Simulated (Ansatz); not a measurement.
# CoO: band structure with LDA

Crystal: CoO.

```
CELL_PARAMETERS angstrom
1.60222 0.92504 2.56647
-1.60222 0.92504 2.56647
0.00000 -1.85008 2.56647
ATOMIC_POSITIONS crystal
Co 0.99898 0.99898 0.99898
O 0.75102 0.75102 0.75102
```

Measurements of this composition are mostly on another form, of space group No. 225.

- Program: Ansatz 0.2.0
- Task: band structure
- Functional: LDA
- Potentials or basis: Ansatz PAW
- Cutoff: 420 eV (not typed: the program's choice for these potentials)
- k mesh: 10 × 10 × 10
- Occupations: fermi-dirac, width 0.05 eV
- Spin: collinear spin, ferromagnetic start
- Starting moments: [2.0, 0.0] μB
- Path: [["G", "L", "B1"], ["B", "Z", "G", "X"], ["Q", "F", "P1", "Z"], ["L", "P"]]
- Points for each segment of the path: 14

| Quantity | Value |
| --- | --- |
| Pressure | -15.8 GPa |
| Largest force | 0.190 eV/Å |
| Band gap on the k mesh | none (metal or under the smearing width) |
| Net moment | 2.64 μB per cell |
| Absolute moment | 2.64 μB per cell |
| Site moments | Co +2.11; O +0.30 μB |

Forces in eV/Å, atoms in the order of the input:
```
Co   0.000  0.000  0.190
O    0.000  0.000 -0.190
```

Stress tensor (GPa, compression positive):
```
-17.31   0.00   0.00
  0.00 -17.31   0.00
  0.00   0.00 -12.92
```

Levels at the corners of the path, in eV from the Fermi level:
Spin up:
| point | band 10 | band 11 | band 12 | band 13 | band 14 | band 15 | band 16 | band 17 |
| --- | --- | --- | --- | --- | --- | --- | --- | --- |
| Γ | -2.28 | 0.11 | 0.38 | 0.38 | 0.52 | 13.74 | 13.74 | 14.32 |
| L | -2.17 | -2.17 | -0.43 | -0.38 | 5.58 | 6.83 | 13.36 | 13.70 |
| B1 | -2.57 | -1.85 | -1.84 | -0.79 | 6.87 | 9.76 | 10.04 | 11.21 |
| B | -2.57 | -1.85 | -1.84 | -0.79 | 6.87 | 9.76 | 10.04 | 11.21 |
| Z | -2.18 | -2.18 | -0.56 | -0.56 | 5.54 | 7.16 | 13.26 | 13.26 |
| Γ | -2.28 | 0.11 | 0.38 | 0.38 | 0.52 | 13.74 | 13.74 | 14.32 |
| X | -2.22 | -2.05 | -1.31 | -1.00 | 6.37 | 9.20 | 9.77 | 14.00 |
| Q | -2.22 | -2.05 | -1.31 | -1.00 | 6.37 | 9.20 | 9.77 | 14.00 |
| F | -1.96 | -1.67 | -1.60 | -1.52 | 5.19 | 9.74 | 10.89 | 13.90 |
| P1 | -2.26 | -2.06 | -1.29 | -1.08 | 6.47 | 9.12 | 9.82 | 13.67 |
| Z | -2.18 | -2.18 | -0.56 | -0.56 | 5.54 | 7.16 | 13.26 | 13.26 |
| L | -2.17 | -2.17 | -0.43 | -0.38 | 5.58 | 6.83 | 13.36 | 13.70 |
| P | -2.26 | -2.06 | -1.29 | -1.08 | 6.47 | 9.12 | 9.82 | 13.67 |
Spin down:
| point | band 6 | band 7 | band 8 | band 9 | band 10 | band 11 | band 12 | band 13 | band 14 | band 15 |
| --- | --- | --- | --- | --- | --- | --- | --- | --- | --- | --- |
| Γ | -5.18 | -5.11 | -5.11 | -0.40 | -0.40 | 0.54 | 2.32 | 2.32 | 2.43 | 14.22 |
| L | -6.62 | -4.91 | -4.89 | -0.22 | -0.21 | -0.05 | 1.47 | 1.52 | 6.01 | 7.50 |
| B1 | -5.93 | -5.45 | -4.67 | -1.19 | -0.49 | 0.03 | 0.58 | 1.20 | 7.74 | 10.41 |
| B | -5.93 | -5.45 | -4.67 | -1.19 | -0.49 | 0.03 | 0.58 | 1.20 | 7.74 | 10.41 |
| Z | -6.59 | -4.83 | -4.83 | -0.20 | -0.20 | -0.19 | 1.35 | 1.35 | 5.97 | 7.85 |
| Γ | -5.18 | -5.11 | -5.11 | -0.40 | -0.40 | 0.54 | 2.32 | 2.32 | 2.43 | 14.22 |
| X | -6.22 | -5.20 | -4.69 | -1.14 | -0.21 | 0.02 | 0.74 | 1.04 | 7.20 | 9.77 |
| Q | -6.22 | -5.20 | -4.69 | -1.14 | -0.21 | 0.02 | 0.74 | 1.04 | 7.20 | 9.77 |
| F | -6.67 | -4.62 | -4.58 | -1.11 | -0.01 | 0.10 | 0.58 | 0.67 | 6.08 | 10.37 |
| P1 | -6.17 | -5.23 | -4.65 | -1.17 | -0.22 | -0.03 | 0.78 | 0.97 | 7.29 | 9.71 |
| Z | -6.59 | -4.83 | -4.83 | -0.20 | -0.20 | -0.19 | 1.35 | 1.35 | 5.97 | 7.85 |
| L | -6.62 | -4.91 | -4.89 | -0.22 | -0.21 | -0.05 | 1.47 | 1.52 | 6.01 | 7.50 |
| P | -6.17 | -5.23 | -4.65 | -1.17 | -0.22 | -0.03 | 0.78 | 0.97 | 7.29 | 9.71 |

Wall time 9.5 s on 2 threads of Arm Neoverse V2, with other jobs on the host, peak memory 0.37 GiB.

Caveat: so large a pressure means that the cell lies far from this level's equilibrium, or that cutoff or potentials fall short; the pressure holds a Pulay correction of +0.9 GPa for the finite cutoff; a cell with one magnetic atom can't hold antiferromagnetic order, which such compounds often take; semilocal functionals often make such compounds metallic where correlation or magnetic order opens a gap, which also shifts bond lengths; the PAW data sets come from PBE, with cores solved anew for the run's functional, which leaves a small shift of forces and pressure. With open d or f shells a metallic result of LDA can be an artefact of self-interaction; +U or a hybrid may open a gap.
